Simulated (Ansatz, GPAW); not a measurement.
# One calculation of MnS, 3 ways

```xyz
2
Lattice="0.0000 2.6045 2.6045 2.6045 0.0000 2.6045 2.6045 2.6045 0.0000" Properties=species:S:1:pos:R:3 pbc="T T T"
Mn    0.0000    0.0000    0.0000
S     2.6045    2.6045    2.6045
```

Alike in all runs: task single point; functional PBE; k mesh 9 × 9 × 9; occupations gaussian, width 0.014 eV; collinear spin, ferromagnetic start; no spin-orbit coupling. The measured crystal is an antiferromagnetic insulator; the state found here is the runs' own. Pressure is positive in compression and, in plane waves, holds the error of the finite cutoff, which Ansatz's Pulay term estimates and takes out.

| program and potentials | plane-wave cutoff (eV) | notes | pressure (GPa) | net moment per atom (μB) |
| --- | --- | --- | --- | --- |
| Ansatz, Ansatz PAW | 420 | Pulay term of +0.04 GPa included | -2.85 | 2.36 |
| GPAW, GPAW PAW data sets (gpaw-data 1.2.1) | 600 | - | -2.78 | 2.36 |
| Ansatz, all-electron LAPW, scalar-relativistic | - | - | -2.83 | 2.36 |

The pressure spans -2.85 (Ansatz, Ansatz PAW) to -2.78 GPa (GPAW, GPAW PAW data sets (gpaw-data 1.2.1)), with all-electron results at -2.83. All agree on the net moment per atom. The state is the one that the start led to, which needn't be the lowest.

Differences between rows come from potentials, basis sets and numerical settings, since the functional is the same but for its coding. Runs on potential files found faulty are left out.
